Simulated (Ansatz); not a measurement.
Crystal: EuO.

```
Eu O
1.0
     0.00000    2.57195    2.57195
     2.57195    0.00000    2.57195
     2.57195    2.57195    0.00000
Eu O
1 1
Direct
  0.00000 0.00000 0.00000
  0.50000 0.50000 0.50000
```

```yaml
Program: Ansatz 0.2.0
Task: relaxation of cell and atoms
Functional: BLYP
Dispersion: D3(BJ)
Potentials_or_basis: Ansatz PAW
Cutoff: "420 eV (not typed: the program's choice for these potentials)"
k_mesh: 9 × 9 × 9
Occupations: fermi-dirac, width 0.05 eV
Spin: collinear spin, ferromagnetic start
Starting_moments: "[7.0, 0.0] μB"
```

At the start: volume 17.01 Å³/atom.

**Question.** How do energy, volume and symmetry change on relaxing?

**Answer.** It ends after 7 steps and the volume is 15.84 Å³/atom (-6.9 %); space group Fm-3m (No. 225, to 0.05 Å); moment 6.90 μB per cell.

Step by step:
| step | energy change (eV) | largest force (eV/Å) | volume (Å³) |
| --- | --- | --- | --- |
| 1 | 0.0000 | 0.0000 | 34.03 |
| 2 | -0.0528 | 0.0000 | 32.01 |
| 3 | -0.0544 | 0.0000 | 31.74 |
| 4 | -0.0543 | 0.0000 | 31.76 |
| 5 | -0.0487 | 0.0000 | 31.76 |
| 6 | -0.0490 | 0.0000 | 31.68 |
| 7 | -0.0486 | 0.0000 | 31.68 |

Final structure:
```
Eu O
1.0
     0.00000    2.51140    2.51140
     2.51140    0.00000    2.51140
     2.51140    2.51140    0.00000
Eu O
1 1
Direct
  0.00000 0.00000 0.00000
  0.50000 0.50000 0.50000
```

Caveat: the plane-wave basis is chosen anew once the cell has moved, so the energies of steps on either side of that aren't comparable; the pressure holds a Pulay correction of +0.6 GPa for the finite cutoff; a cell with one magnetic atom can't hold antiferromagnetic order, which such compounds often take; without U or exact exchange the open f shell lies at the Fermi level, which spoils levels, moments and volumes; pairwise dispersion overbinds metals, which lowers pressure and volume; the PAW data sets come from PBE, with cores solved anew for the run's functional, which leaves a small shift of forces and pressure.
